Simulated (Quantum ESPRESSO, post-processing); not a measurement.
# Thickness dependence of In2Se2, part 2 of 2

What does each added layer of In2Se2 bring in screening, and what does it do to the gap?

Quantum ESPRESSO 7.5; plane-wave DFT, PBE, GBRV ultrasoft pseudopotentials.

So far. Step 8 (Band structure, 1 layer: no field): Along this path the valence top lies between K and Γ and the conduction bottom at Γ. Step 10 (Variable-cell relaxation, 2 layers):  The last row is no step: it is a fresh SCF in the final cell with a new plane-wave basis, +2 meV from the row before.

### 13. SCF with pw.x, 2 layers: field 0.1 V/Å

The input, n2.f1.in:

```
&control
  prefix = 'n2.f1'
  outdir = './out'
  pseudo_dir = './pseudo'
  calculation = 'scf'
  tprnfor = .true.
  tefield = .true.
  dipfield = .true.
/
&system
  ibrav = 0
  nat = 8
  ntyp = 2
  ecutwfc = 40
  ecutrho = 200
  occupations = 'smearing'
  smearing = 'fd'
  degauss = 0.004
  edir = 3
  emaxpos = 0.97
  eopreg = 0.04
  eamp = 0.00194469
  nbnd = 42
/
&electrons
  conv_thr = 1e-09
  mixing_beta = 0.4
  electron_maxstep = 120
  mixing_mode = 'plain'
  startingpot = 'file'
/
ATOMIC_SPECIES
  Se  78.9710  se_pbe_v1.uspp.F.UPF
  In  114.8180  in_pbe_v1.4.uspp.F.UPF
CELL_PARAMETERS angstrom
  4.03239802400000 0.00000000000000 0.00000000000000
  -2.01619901200000 3.49215912700000 0.00000000000000
  0.00000000000000 0.00000000000000 30.58581892800000
ATOMIC_POSITIONS crystal
  Se  0.333333333300 0.666666666700 0.274420248900
  In  0.000000000000 0.000000000000 0.316650533100
  In  0.000000000000 0.000000000000 0.408025187300
  Se  0.333333333300 0.666666666700 0.450140466900
  Se  0.000000000000 0.000000000000 0.549859533100
  In  0.333333333300 0.666666666700 0.591974812700
  In  0.333333333300 0.666666666700 0.683349466900
  Se  0.000000000000 0.000000000000 0.725579751100
K_POINTS automatic
  6 6 1 0 0 0
```

The run is started by

```sh
cp -r out/n2.f0.save out/n2.f1.save
OMP_NUM_THREADS=1 mpirun -n 4 pw.x -nk 2 -in n2.f1.in > n2.f1.out
```

The job ended after 89 s (4 MPI ranks of Arm Neoverse V1, shared host; peak memory 0.91 GiB).

Read from the output:

```
free energy                          : -9641.2090 eV
Fermi energy                         : 1.176 eV
dipole along the normal              : 0.1145 e·Å
valence top, on the run's zero       : 0.5754 eV
conduction bottom, on the run's zero : 1.673 eV
gap by band count                    : 1.097 eV
```

### 14. Electrostatic potential, 2 layers

The input, n2.f1.pot.in:

```
&inputpp
  prefix = 'n2.f1'
  outdir = './out'
  filplot = 'n2.f1.pot.dat'
  plot_num = 11
/
```

The run is started by

```sh
OMP_NUM_THREADS=1 mpirun -n 4 pp.x -in n2.f1.pot.in > n2.f1.pot.out
```

Run time: 1.2 s. Hardware: 4 MPI ranks; peak memory 0.14 GiB.

This step gave:

- slope of the potential above: 0.1000 eV/Å
- upper vacuum line continued to the top atoms, over the valence top: 5.657 eV
- slope of the potential below: 0.09996 eV/Å
- lower vacuum line continued to the bottom atoms, over the valence top: 5.748 eV

The slope in the vacuum is 0.100 eV/Å for an applied 0.10 V/Å, as it should be.

### 15. Bands along a path, 2 layers: no field

n2.f0.bands.in, as its differences from the input of step 13:

```diff
@@ -1,7 +1,6 @@
 &control
-  prefix = 'n2.f1'
+  prefix = 'n2.f0.bands'
   outdir = './out'
   pseudo_dir = './pseudo'
-  calculation = 'scf'
-  tprnfor = .true.
+  calculation = 'bands'
   tefield = .true.
@@ -21,3 +20,3 @@
   eopreg = 0.04
-  eamp = 0.00194469
+  eamp = 0.0
   nbnd = 42
@@ -25,7 +24,6 @@
 &electrons
-  conv_thr = 1e-09
+  conv_thr = 1e-07
   mixing_beta = 0.4
   electron_maxstep = 120
-  mixing_mode = 'plain'
-  startingpot = 'file'
+  mixing_mode = 'local-TF'
 /
@@ -47,3 +45,7 @@
   Se  0.000000000000 0.000000000000 0.725579751100
-K_POINTS automatic
-  6 6 1 0 0 0
+K_POINTS crystal_b
+4
+  0.0000000000 0.0000000000 0.0000000000 12
+  0.5000000000 0.0000000000 0.0000000000 12
+  0.3333333333 0.3333333333 0.0000000000 12
+  0.0000000000 0.0000000000 0.0000000000 1
```

The run is started by

```sh
cp -r out/n2.f0.save out/n2.f0.bands.save
cp out/n2.f0.xml out/n2.f0.bands.xml
OMP_NUM_THREADS=1 mpirun -n 4 pw.x -nk 4 -in n2.f0.bands.in > n2.f0.bands.out
```

Elapsed: 2.1 min, on 4 MPI ranks; peak memory 0.64 GiB; 8.5 min of CPU time.

This step gave:

```
dipole along the normal              : 0 e·Å
valence top, on the run's zero       : 0.6034 eV
conduction bottom, on the run's zero : 1.660 eV
gap by band count                    : 1.057 eV
```

Band numbers count within the set of bands kept for display. The electronic bands at the labelled points (eV, zero at the highest filled level of the SCF mesh; v1 is the highest filled band, c1 the lowest empty one):

```csv
point,v4,v3,v2,v1,c1,c2,c3,c4
Γ,-0.70,-0.64,-0.64,-0.01,1.11,1.79,2.55,2.58
halfway,-1.23,-1.13,-0.43,-0.24,2.40,2.43,2.56,2.81
M,-1.66,-1.54,-1.38,-1.05,1.80,1.86,2.22,2.22
halfway,-1.73,-1.60,-1.31,-1.05,2.32,2.36,2.45,2.71
K,-1.66,-1.66,-1.22,-1.22,2.14,2.43,2.80,2.80
halfway,-1.62,-1.55,-0.42,-0.36,2.65,2.78,2.99,3.14
Γ,-0.70,-0.64,-0.64,-0.01,1.11,1.79,2.55,2.58
```

Along this path the valence top lies between K and Γ and the conduction bottom at Γ.

### 16. Polarisability from the dipole between 0 and 0.1 V/A, 2 layers

Numbers from this step:

```
polarisability a cell      : 16.49 Å³
sheet polarisability 4πα/A : 14.72 Å
```

The change of the potential energy, second field less first by z:

```csv
z (Å),"change of the potential energy, second field less first (eV)"
0,-0.395
1,-0.692
2,-0.592
3,-0.492
4,-0.392
5,-0.292
6,-0.195
7,-0.110
8,-0.0706
9,-0.0642
10,-0.0604
11,-0.0515
12,-0.0439
13,-0.0382
14,-0.0347
15,-0.0119
16,0.0252
17,0.0371
18,0.0391
19,0.0485
20,0.0549
21,0.0647
22,0.0666
23,0.0818
24,0.144
25,0.237
26,0.337
27,0.437
28,0.537
29,0.637
30,0.306
```

### 17. The series side by side

All levels:

```csv
level,sheet polarisability (Å),gap without a field (eV),vacuum over the valence top of the mesh (eV),CPU time (s)
1 layer,7.278,1.602,5.986,216.2
2 layers,14.72,1.057,5.707,668.1
```

### 18. By hand

From 1 to 2 layers, over the growth of the distance between the outermost mean planes: (14.715 − 7.278) Å / 8.423 Å = 0.883 = 1 − 1/ε, so ε = 8.5.

### 19. Outcome

| Quantity | Value |
| --- | --- |
| 4πα/A of 1 layer | 7.28 Å |
| gap along the path, 1 layer | 1.60 eV |
| Kohn-Sham ionisation potential, 1 layer | 5.98 eV |
| 4πα/A of 2 layers | 14.72 Å |
| gap along the path, 2 layers | 1.06 eV |
| Kohn-Sham ionisation potential, 2 layers | 5.66 eV |

**Reading.** The sheet polarisability 4πα/A grows as 7.28 and 14.72 Å for 1 and 2 layers (PBE, GBRV ultrasoft). The last layer adds 8.42 Å between the outermost mean planes and 7.44 Å of 4πα/A; 1 − 1/ε = 0.883 gives ε = 8.5 along the normal for the stacked crystal at this spacing. The gap runs 1.60 and 1.06 eV. Relaxed under PBE-D3(BJ), the lattice constant goes from 4.029 to 4.032 Å. For one layer the induced dipoles at +0.1 and −0.1 V/Å differ in size by 0.0 %, which is SCF noise. The nearest atoms of neighbouring layers lie 3.84 Å apart. With 1 − 1/ε so near one, ε is touchy: 0.1 Å more spacing would give ε = 7.9. One stacking was chosen. The ions are clamped in the field. Semilocal gaps are too small and shrink less with thickness than quasiparticle gaps, which also feel the screening by neighbours. Spin-orbit coupling is left out; depending on the atoms that carry the levels of interest, it can split and shift them by tens to hundreds of meV.

[Logs are printed without paths, hosts, clocks, repeated set-up lines and the standing remarks that a program may print on its own settings, such as how far it seeks lower states.]

[Hosts, paths, dates, database ids (printed as entryN), source tags and the programs' standing remarks are cut or masked in the printed files.]

[Maps of the electrostatic potential energy from Ansatz leave out the sawtooth potential of an applied field or a dipole correction, so their vacuum need not be flat; planar profiles and work functions include it.]
